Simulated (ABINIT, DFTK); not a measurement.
Given: the input of a run of ABINIT 10.8.3 (patched build) on WC. The cell comes from a database or a generator and needn't be the stable form of this composition.

File run.abi:

```
# Pseudopotentials
pp_dirpath "./"
pseudos "W.GGA_PBE-JTH.xml, C.GGA_PBE-JTH.xml"

# Structure
structure "poscar:POSCAR"
natom 2

# Plane-wave basis
ecut 517.016339 eV
pawecutdg 38.0
pawxcdev 0

# k points
kptopt 1
ngkpt 10 10 10
nshiftk 1
shiftk 0.0 0.0 0.0

# Exchange and correlation
ixc 11

# Bands and occupations
nband 13
occopt 3
tsmear 0.05 eV

# SCF cycle
nstep 100
tolvrs 1.0e-9

# Output
iomode 3
prtwf 0
prtden 0
prteig 0
prtebands 0
enunit 2
```

File POSCAR:

```
WC
1.0
    0.0000000000      2.3021091000      2.3021091000
    2.3021091000      0.0000000000      2.3021091000
    2.3021091000      2.3021091000      0.0000000000
W C
1 1
Direct
    0.0000000000      0.0000000000      0.0000000000  W
    0.7500000000      0.7500000000      0.7500000000  C
```

Potentials or basis: JTH PAW PBE v2.0.

Run with:

```sh
$ abinit run.abi > log 2>&1
```

Q: Translate it to DFTK 0.8.2. Potentials or basis there: PseudoDojo SR PBE 0.4.1 standard (PBE), cutoff 1116 eV.

A: As run (cutoffs and basis follow the program's own potentials, and thresholds, step limits or extra output files can differ):

run.jl

```julia
using DFTK
using PseudoPotentialData
using Unitful, UnitfulAtomic
using LinearAlgebra, Printf
include("save.jl")
disable_threading()

# lattice vectors are the columns
lattice = austrip(1u"Å") * [           0.0      2.3021091      2.3021091;
                2.3021091            0.0      2.3021091;
                2.3021091      2.3021091            0.0]
symbols   = [:W, :C]
positions = [[0.0, 0.0, 0.0],
             [0.75, 0.75, 0.75]]
pseudopotentials = PseudoFamily("dojo.nc.sr.pbe.v0_4_1.standard.upf")
elements = Dict(s => ElementPsp(s, pseudopotentials) for s in unique(symbols))
atoms    = [elements[s] for s in symbols]

build_model(lattice, positions; symmetries=true) =
    model_DFT(lattice, atoms, positions;
              functionals=PBE(),
              temperature=austrip(0.05u"eV"),
              smearing=Smearing.FermiDirac(),
              symmetries)
Ecut  = 41.0  # hartree
kgrid = [10, 10, 10]
tol   = 1e-6
to_GPa = ustrip(uconvert(u"GPa", 1u"hartree/bohr^3"))

model = build_model(lattice, positions)
basis = PlaneWaveBasis(model; Ecut, kgrid)
display(basis)
scfres = self_consistent_field(basis;
                               tol,
                               nbandsalg=AdaptiveBands(model; n_bands_converge=14))
display(scfres.energies)
@printf "Fermi level: %.6f eV\n" ustrip(auconvert(u"eV", something(scfres.εF, NaN)))
forces = compute_forces_cart(scfres)
println("Forces (eV/Å)")
for (s, f) in zip(symbols, forces)
    @printf "%-3s %12.6f %12.6f %12.6f\n" s ustrip.(auconvert.(u"eV/Å", f))...
end
stress = compute_stresses_cart(scfres)
println("Stress (GPa)")
display(round.(stress * to_GPa; digits=4))
println("Levels at the first k-point (eV): ", round.(ustrip.(auconvert.(u"eV", scfres.eigenvalues[1][1:scfres.n_bands_converge])); digits=4))
save_scf!(scfres; forces, stress)
```

Potentials or basis: dojo.nc.sr.pbe.v0_4_1.standard.upf (PBE).

The run is started by

```sh
$ julia --threads=1 run.jl  # save.jl only writes the numbers to a file and isn't shown; printed stress counts tension as positive; times include loading and compiling
```

Both were run:

|  | ABINIT | DFTK |
| --- | --- | --- |
| Pressure | 18.9 GPa | 18.1 GPa |

The cell lies far from this level's equilibrium.

Pressure is positive in compression.
